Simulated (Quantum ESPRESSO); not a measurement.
# Zr (P6_3/mmc) in Quantum ESPRESSO: a series of runs, part 2 of 4

Quantum ESPRESSO 7.5.

## (3) Phonons, PBEsol, target pressure 10 GPa, at which the enthalpy is minimised

pw.in

```
&CONTROL
  calculation = 'scf'
  prefix = 'pwscf'
  outdir = './tmp'
  pseudo_dir = './pseudo'
  tprnfor = .true.
  tstress = .true.
  disk_io = 'low'
/
&SYSTEM
  ibrav = 0
  nat = 2
  ntyp = 1
  ecutwfc = 45
  ecutrho = 360
  nbnd = 19
  occupations = 'smearing'
  smearing = 'mv'
  degauss = 0.01469973
/
&ELECTRONS
  conv_thr = 4d-10
  electron_maxstep = 120
  mixing_beta = 0.5
/
ATOMIC_SPECIES
Zr    91.2240 zr_pbesol_v1.uspp.F.UPF
CELL_PARAMETERS bohr
   6.1075948348    0.0000000000    0.0000000000
  -3.0537974174    5.2893322829    0.0000000000
   0.0000000000    0.0000000000    9.7264203634
ATOMIC_POSITIONS bohr
Zr     3.0537974177    1.7631107608    7.2948152726
Zr    -0.0000000003    3.5262215221    2.4316050909
K_POINTS automatic
8 8 4 0 0 0
```

relax.in

```
&CONTROL
  calculation = 'vc-relax'
  prefix = 'pwscf'
  outdir = './tmp'
  pseudo_dir = './pseudo'
  tprnfor = .true.
  tstress = .true.
  disk_io = 'low'
  nstep = 40
  forc_conv_thr = 0.0001
  etot_conv_thr = 1d-06
/
&SYSTEM
  ibrav = 0
  nat = 2
  ntyp = 1
  ecutwfc = 45
  ecutrho = 360
  nbnd = 19
  occupations = 'smearing'
  smearing = 'mv'
  degauss = 0.01469973
/
&ELECTRONS
  conv_thr = 4d-10
  electron_maxstep = 120
  mixing_beta = 0.5
/
&IONS
  ion_dynamics = 'bfgs'
/
&CELL
  cell_dynamics = 'bfgs'
  press = 100
  press_conv_thr = 0.2
/
ATOMIC_SPECIES
Zr    91.2240 zr_pbesol_v1.uspp.F.UPF
CELL_PARAMETERS bohr
   6.1075948348    0.0000000000    0.0000000000
  -3.0537974174    5.2893322829    0.0000000000
   0.0000000000    0.0000000000    9.7264203634
ATOMIC_POSITIONS bohr
Zr     3.0537974177    1.7631107608    7.2948152726
Zr    -0.0000000003    3.5262215221    2.4316050909
K_POINTS automatic
8 8 4 0 0 0
```

scf2.in

```
&CONTROL
  calculation = 'scf'
  prefix = 'pwscf'
  outdir = './tmp'
  pseudo_dir = './pseudo'
  tprnfor = .true.
  tstress = .true.
  disk_io = 'low'
/
&SYSTEM
  ibrav = 0
  nat = 2
  ntyp = 1
  ecutwfc = 45
  ecutrho = 360
  nbnd = 19
  occupations = 'smearing'
  smearing = 'mv'
  degauss = 0.01469973
/
&ELECTRONS
  conv_thr = 1d-13
  electron_maxstep = 120
  mixing_beta = 0.5
  startingpot = 'file'
  startingwfc = 'file'
/
ATOMIC_SPECIES
Zr    91.2240 zr_pbesol_v1.uspp.F.UPF
CELL_PARAMETERS bohr
   5.8489875481    0.0000000000    0.0000000000
  -2.9244937739    5.0653718030    0.0000000000
   0.0000000000    0.0000000000    9.4075018847
ATOMIC_POSITIONS bohr
Zr     2.9244937744    1.6884572675    7.0556264135
Zr    -0.0000000002    3.3769145355    2.3518754712
K_POINTS automatic
8 8 4 0 0 0
```

ph.in

```
phonons of Zr
&INPUTPH
  prefix = 'pwscf'
  outdir = './tmp'
  tr2_ph = 1d-16
  fildyn = 'dyn'
  niter_ph = 60
  alpha_mix(1) = 0.4
/
0.0000000000 0.0000000000 0.0000000000
```

dynmat.in

```
&INPUT
  fildyn = 'dyn'
  asr = 'crystal'
  filout = 'dynmat.disp'
  fileig = 'dynmat.eig'
/
```

Potentials or basis: GBRV 1.5 PBEsol.

Started as:

```console
> OMP_NUM_THREADS=1 pw.x -in pw.in > pw.out
> OMP_NUM_THREADS=1 pw.x -in relax.in > relax.out
> OMP_NUM_THREADS=1 pw.x -in scf2.in > scf2.out
> OMP_NUM_THREADS=1 ph.x -in ph.in > ph.out
> OMP_NUM_THREADS=1 dynmat.x -in dynmat.in > dynmat.out
```

pw.out:

```text
This program is part of the open-source Quantum ESPRESSO suite
     for quantum simulation of materials; please cite
[... 9 lines left out ...]
     --------------------
     sticks:   dense  smooth     PW     G-vecs:    dense   smooth      PW
     Sum         925     463    151                36347    12827    2189

     Using Slab Decomposition

     bravais-lattice index     =            0
     lattice parameter (alat)  =       6.1076  a.u.
     unit-cell volume          =     314.2130 (a.u.)^3
     number of atoms/cell      =            2
     number of atomic types    =            1
     number of electrons       =        24.00
     number of Kohn-Sham states=           19
     kinetic-energy cutoff     =      45.0000  Ry
     charge density cutoff     =     360.0000  Ry
     scf convergence threshold =      4.0E-10
     mixing beta               =       0.5000
     number of iterations used =            8  plain     mixing
     Exchange-correlation= SLA  PW   PSX  PSC
                           (   1   4  10   8   0   0   0)

     celldm(1)=   6.107595  celldm(2)=   0.000000  celldm(3)=   0.000000
     celldm(4)=   0.000000  celldm(5)=   0.000000  celldm(6)=   0.000000

     crystal axes: (cart. coord. in units of alat)
               a(1) = (   1.000000   0.000000   0.000000 )
               a(2) = (  -0.500000   0.866025   0.000000 )
               a(3) = (   0.000000   0.000000   1.592512 )

     reciprocal axes: (cart. coord. in units 2 pi/alat)
               b(1) = (  1.000000  0.577350 -0.000000 )
               b(2) = (  0.000000  1.154701  0.000000 )
               b(3) = (  0.000000 -0.000000  0.627939 )

     PseudoPot. # 1 for Zr read from file:
     zr_pbesol_v1.uspp.F.UPF
     Pseudo is Ultrasoft + core correction, Zval = 12.0
     Generated by new atomic code, or converted to UPF format
     Using radial grid of  887 points,  6 beta functions with:
                l(1) =   0
                l(2) =   0
                l(3) =   1
                l(4) =   1
                l(5) =   2
                l(6) =   2
     Q(r) pseudized with  6 coefficients,  rinner =    1.200   1.200   1.200
                                                       1.200   1.200

     atomic species   valence    mass     pseudopotential
     Zr               12.00    91.22400     Zr( 1.00)

     24 Sym. Ops., with inversion, found (12 have fractional translation)

   Cartesian axes

     site n.     atom                  positions (alat units)
         1        Zr     tau(   1) = (   0.5000000   0.2886751   1.1943843  )
         2        Zr     tau(   2) = (  -0.0000000   0.5773503   0.3981281  )

     number of k points=    30  Marzari-Vanderbilt smearing, width (Ry)=  0.0147
                       cart. coord. in units 2pi/alat
        k(    1) = (   0.0000000   0.0000000   0.0000000), wk =   0.0078125
        k(    2) = (   0.0000000   0.0000000   0.1569847), wk =   0.0156250
        k(    3) = (   0.0000000   0.0000000  -0.3139693), wk =   0.0078125
        k(    4) = (   0.0000000   0.1443376   0.0000000), wk =   0.0468750
        k(    5) = (   0.0000000   0.1443376   0.1569847), wk =   0.0937500
        k(    6) = (   0.0000000   0.1443376  -0.3139693), wk =   0.0468750
[... 22 lines left out ...]
        k(   29) = (   0.2500000   0.5773503   0.1569847), wk =   0.0937500
        k(   30) = (   0.2500000   0.5773503  -0.3139693), wk =   0.0468750

     Dense  grid:    36347 G-vectors     FFT dimensions: (  40,  40,  60)

     Smooth grid:    12827 G-vectors     FFT dimensions: (  27,  27,  48)

     Initial potential from superposition of free atoms

     starting charge      23.9961, renormalised to      24.0000

     negative rho (up, down):  1.209E-01 0.000E+00
     Starting wfcs are   26 randomized atomic wfcs

     Self-consistent Calculation

     iteration #  1     ecut=    45.00 Ry     beta= 0.50
     Davidson diagonalization with overlap
     ethr =  1.00E-02,  avg # of iterations =  2.0

     Threshold (ethr) on eigenvalues was too large:
     Diagonalizing with lowered threshold

     Davidson diagonalization with overlap
     ethr =  1.38E-04,  avg # of iterations =  2.1

     negative rho (up, down):  1.219E-01 0.000E+00

     total energy              =    -198.25870729 Ry
     estimated scf accuracy    <       0.03829290 Ry

     iteration #  2     ecut=    45.00 Ry     beta= 0.50
     Davidson diagonalization with overlap
     ethr =  1.60E-04,  avg # of iterations =  2.0

     negative rho (up, down):  1.233E-01 0.000E+00

     total energy              =    -198.26171001 Ry
     estimated scf accuracy    <       0.00285367 Ry

     iteration #  3     ecut=    45.00 Ry     beta= 0.50
     Davidson diagonalization with overlap
     ethr =  1.19E-05,  avg # of iterations =  2.2
[... 33 lines left out ...]
     iteration #  7     ecut=    45.00 Ry     beta= 0.50
     Davidson diagonalization with overlap
     ethr =  6.27E-10,  avg # of iterations =  2.0

     negative rho (up, down):  1.237E-01 0.000E+00

     total energy              =    -198.26206933 Ry
     estimated scf accuracy    <          4.2E-10 Ry

     iteration #  8     ecut=    45.00 Ry     beta= 0.50
     Davidson diagonalization with overlap
     ethr =  1.75E-12,  avg # of iterations =  3.6

     negative rho (up, down):  1.237E-01 0.000E+00

     End of self-consistent calculation

          k = 0.0000 0.0000 0.0000 (  1617 PWs)   bands (ev):

   -34.7239 -34.5678 -13.2760 -12.4054 -12.4054 -12.2624 -12.2624 -12.2597
     8.3569  10.9855  14.8780  14.8780  15.0361  15.2096  15.5721  15.5721
    16.1517  16.1517  18.4651

          k = 0.0000 0.0000 0.1570 (  1605 PWs)   bands (ev):

   -34.7014 -34.5910 -13.1357 -12.4180 -12.3846 -12.3846 -12.2835 -12.2835
     8.8642  10.8945  14.4535  14.6636  14.7056  14.7056  15.2369  15.2369
    16.8333  16.8333  18.5289

          k = 0.0000 0.0000-0.3140 (  1640 PWs)   bands (ev):

   -34.6465 -34.6465 -12.7858 -12.7858 -12.3343 -12.3343 -12.3343 -12.3343
    10.0678  10.0678  14.0725  14.0725  14.7816  14.7816  14.7816  14.7816
    17.9743  17.9743  17.9743
[... 43 lines left out ...]
          k = 0.0000 0.4330 0.1570 (  1597 PWs)   bands (ev):

   -34.6007 -34.5467 -13.1115 -12.9550 -12.7199 -12.5533 -12.4305 -12.3883
    10.9247  11.7616  12.5636  13.3168  14.8091  15.1069  15.3408  17.5991
    18.1070  18.2021  19.0092

          k = 0.0000 0.4330-0.3140 (  1598 PWs)   bands (ev):

   -34.5738 -34.5738 -13.0937 -13.0937 -12.5119 -12.5119 -12.4715 -12.4715
    11.2298  11.2298  13.0885  13.0885  15.0756  15.0756  16.1842  16.1842
    18.5719  18.5719  18.7738

          k = 0.0000-0.5774 0.0000 (  1594 PWs)   bands (ev):

   -34.5867 -34.5357 -13.1042 -12.9306 -12.8398 -12.6155 -12.5127 -12.3706
    11.4530  11.5076  11.8824  13.8174  14.5482  14.8036  15.4828  18.9285
    19.3367  19.3387  20.2041

          k = 0.0000-0.5774 0.1570 (  1584 PWs)   bands (ev):

   -34.5792 -34.5431 -13.1788 -13.0409 -12.6873 -12.5804 -12.4707 -12.4072
    11.0011  11.5443  12.8693  12.8915  14.9844  15.1656  15.7660  18.0161
    19.0418  19.2875  19.5365

          k = 0.0000-0.5774-0.3140 (  1596 PWs)   bands (ev):

   -34.5611 -34.5611 -13.1754 -13.1754 -12.5087 -12.5087 -12.4946 -12.4946
    11.1508  11.1508  12.9689  12.9689  15.6565  15.6565  16.2265  16.2265
    19.1637  19.1638  19.2588

          k = 0.1250 0.2165 0.0000 (  1621 PWs)   bands (ev):

   -34.6754 -34.5496 -13.1407 -12.6500 -12.5986 -12.4496 -12.3248 -12.3229
     9.5655  11.9772  13.4540  13.5050  14.8169  15.0024  15.7580  16.0133
    16.1320  16.8363  18.8820

          k = 0.1250 0.2165 0.1570 (  1615 PWs)   bands (ev):

   -34.6572 -34.5682 -13.0645 -12.6616 -12.5939 -12.4789 -12.3518 -12.3434
     9.9638  11.9688  12.9790  13.6219  14.4730  15.0146  15.3449  16.0354
    16.7823  17.0948  18.6799

          k = 0.1250 0.2165-0.3140 (  1608 PWs)   bands (ev):
[... 65 lines left out ...]
          k = 0.2500 0.5774 0.1570 (  1594 PWs)   bands (ev):

   -34.5598 -34.5448 -13.0429 -12.9643 -12.8534 -12.6560 -12.5492 -12.4709
    11.8962  12.6584  12.7767  12.7895  14.0704  14.3357  15.7273  17.4459
    18.2546  18.8472  20.7642

          k = 0.2500 0.5774-0.3140 (  1602 PWs)   bands (ev):

   -34.5522 -34.5522 -13.0726 -13.0726 -12.7652 -12.7652 -12.4255 -12.4255
    12.1292  12.1292  13.1690  13.1690  13.9752  13.9752  16.1081  16.1081
    18.5454  18.5454  21.5014

     the Fermi energy is    14.0639 ev

!    total energy              =    -198.26206933 Ry
     estimated scf accuracy    <          1.8E-11 Ry
     smearing contrib. (-TS)   =      -0.00057858 Ry
     internal energy E=F+TS    =    -198.26149075 Ry

     The total energy is F=E-TS. E is the sum of the following terms:
     one-electron contribution =     -35.97581295 Ry
     hartree contribution      =      27.14054682 Ry
     xc contribution           =     -35.28884402 Ry
     ewald contribution        =    -154.13738060 Ry

     convergence has been achieved in   8 iterations

     negative rho (up, down):  1.237E-01 0.000E+00

     Forces acting on atoms (cartesian axes, Ry/au):

     atom    1 type  1   force =    -0.00000000   -0.00000000    0.00000000
     atom    2 type  1   force =     0.00000000    0.00000000    0.00000000

     Total force =     0.000000     Total SCF correction =     0.000000

     Computing stress (Cartesian axis) and pressure

     negative rho (up, down):  1.237E-01 0.000E+00
          total   stress  (Ry/bohr**3)                   (kbar)     P=      -31.32
  -0.00021107   0.00000000   0.00000000          -31.05        0.00        0.00
   0.00000000  -0.00021107   0.00000000            0.00      -31.05        0.00
  -0.00000000   0.00000000  -0.00021650           -0.00        0.00      -31.85

=------------------------------------------------------------------------------=
   JOB DONE.
=------------------------------------------------------------------------------=
```

Run time: 4.3 min. Hardware: 1 thread of Arm Neoverse V2, shared host; peak memory 0.17 GiB.

Results:

```yaml
Free_energy: -2697.3964 eV
Relaxed_volume: 20.65 Å³/atom
Relaxed_cell: a = 3.095 Å, b = 3.095 Å, c = 4.978 Å, α = 90.00°, β = 90.00°, γ = 120.00°
Space_group_after_relaxing_to_0.05_Å: P6_3/mmc (No. 194)
Pressure_after_relaxing: 10.0 GPa
Band_gap_on_the_k_mesh: none (metal or under the smearing width)
Highest_phonon_frequency_at_Γ: 187 cm⁻¹
```

The path:
```
step  energy change (eV)  largest force (eV/Å)  pressure (GPa)  volume (Å³)
   1              0.0000                0.0000           -3.13        46.56
   2              0.0032                0.0000            3.78        43.51
   3              0.1108                0.0000           10.73        41.09
   4              0.0955                0.0000            9.98        41.32
   5              0.0941                0.0000            9.91        41.34
   6              0.0945                0.0000            9.92        41.33
   7              0.0961                0.0000            9.99        41.31
   8              0.0963                0.0000           10.00        41.30
```

Final structure:
```
Zr
1.0
     3.09515    0.00000    0.00000
    -1.54758    2.68048    0.00000
     0.00000    0.00000    4.97824
Zr
2
Cartesian
  1.5476 0.8935 3.7337
  0.0000 1.7870 1.2446
```

Levels at points of the mesh, in eV from the Fermi level:
```tsv
k point	band 8	band 9	band 10	band 11	band 12	band 13	band 14	band 15	band 16	band 17
(0.00, 0.00, 0.00)	-25.94	-5.91	-3.44	0.81	0.81	0.89	1.57	1.60	1.60	2.36
(0.00, 0.00, -0.50)	-26.03	-4.07	-4.07	-0.07	-0.07	0.72	0.72	0.72	0.72	4.43
(0.00, -0.50, 0.00)	-26.10	-3.10	-2.75	-2.60	0.07	0.48	0.80	1.57	5.63	6.02
(0.00, -0.50, -0.50)	-26.27	-3.32	-3.32	-1.41	-1.41	2.08	2.08	2.42	2.42	5.90
```

Phonon frequencies in cm⁻¹ (negative: imaginary):
```
              q point         frequencies
(0.000, 0.000, 0.000)  -3 -3 -3 36 36 187
```

Optical modes at Γ, degenerate ones joined:
| cm⁻¹ | components | symmetry | active in |
| --- | --- | --- | --- |
| 36 | 2 | E2g | Raman |
| 187 | 1 | B1g | silent |

Caveat: the mesh is thin for the phonons of a metal; the cell is more than 3 GPa from zero pressure, which shifts response properties.

[end of part 2 of 4]
